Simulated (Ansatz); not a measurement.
K₂S in the antifluorite structure, relaxed with r2SCAN, was run in Ansatz under altered settings. All numbers are computed, without spin polarisation but where a row says otherwise.

```yaml
crystal:
  lattice:
    - [0.00000, 3.70276, 3.70276]
    - [3.70276, 0.00000, 3.70276]
    - [3.70276, 3.70276, 0.00000]
  atoms:
    - { symbol: S, position: [0.00000, 0.00000, 0.00000] }
    - { symbol: K, position: [0.25000, 0.25000, 0.25000] }
    - { symbol: K, position: [0.75000, 0.75000, 0.75000] }
```

The base run's other keys:
```yaml
kpoints:
  mp_grid: { grid: [4, 4, 4] }
hamiltonian:
  xc: hse06
scf:
  occupations: { method: fixed }
  n_extra_bands: 4
```

It takes 11 iterations with 1989 plane waves at 420 eV and 8 k points, and leaves a mean stress of +0.14 GPa. The gap over this mesh is 3.309 eV. It ran on 4 threads of AMD EPYC 7R43 64-Core Processor (Zen 3) (shared host).

Outcomes, with energy and stress as changes against the base:
```tsv
setting	outcome	ΔF (meV/atom)	Δ mean stress (GPa)	gap on the mesh (eV)	iterations	wall time
PBE hybrid, exx coeff 0.4, omega 0.3 1/Å	converged	–	-0.1	3.556	11	13 s
PBE hybrid, exx coeff 0.2, omega 0.5 1/Å	converged	–	+0.1	2.722	11	12 s
PBE hybrid, exx coeff 0.15, omega 0.3 1/Å	converged	–	+0.1	2.810	11	11 s
PBE hybrid, exx coeff 0.5, omega 0.2078 1/Å	converged	–	-0.3	4.290	14	15 s
scf.mixing.ndim: 1	converged	0.0	0.0	3.309	14	13 s
```
A dash marks a value that wasn't obtained or can't be compared. Stress is positive in compression. The base took 13 s.

- PBE hybrid, exx coeff 0.4, omega 0.3 1/Å. That is 40 % exact exchange, screened with ω = 0.3 1/Å, against HSE06's 25 % screened at 0.208 1/Å. The mean stress moves by -0.1 GPa and the gap on the mesh by +0.247 eV (to 3.556). Totals of different functionals aren't comparable.
- PBE hybrid, exx coeff 0.2, omega 0.5 1/Å. That is 20 % exact exchange, screened with ω = 0.5 1/Å, against HSE06's 25 % screened at 0.208 1/Å. The mean stress moves by +0.1 GPa and the gap on the mesh by -0.587 eV (to 2.722). Totals of different functionals aren't comparable.
- PBE hybrid, exx coeff 0.15, omega 0.3 1/Å. That is 15 % exact exchange, screened with ω = 0.3 1/Å, against HSE06's 25 % screened at 0.208 1/Å. The mean stress moves by +0.1 GPa and the gap on the mesh by -0.499 eV (to 2.810). Totals of different functionals aren't comparable.
- PBE hybrid, exx coeff 0.5, omega 0.2078 1/Å. That is 50 % exact exchange, screened with ω = 0.2078 1/Å, against HSE06's 25 % screened at 0.208 1/Å. The mean stress moves by -0.3 GPa and the gap on the mesh by +0.981 eV (to 4.290). Totals of different functionals aren't comparable.

Within 1 meV an atom, 0.1 GPa and 0.005 eV of the base stay: scf.mixing.ndim: 1.

The stress of a hybrid is loosely converged in these runs.

The meshes of the hybrids are coarse, so their gaps aren't converged to the digits shown.
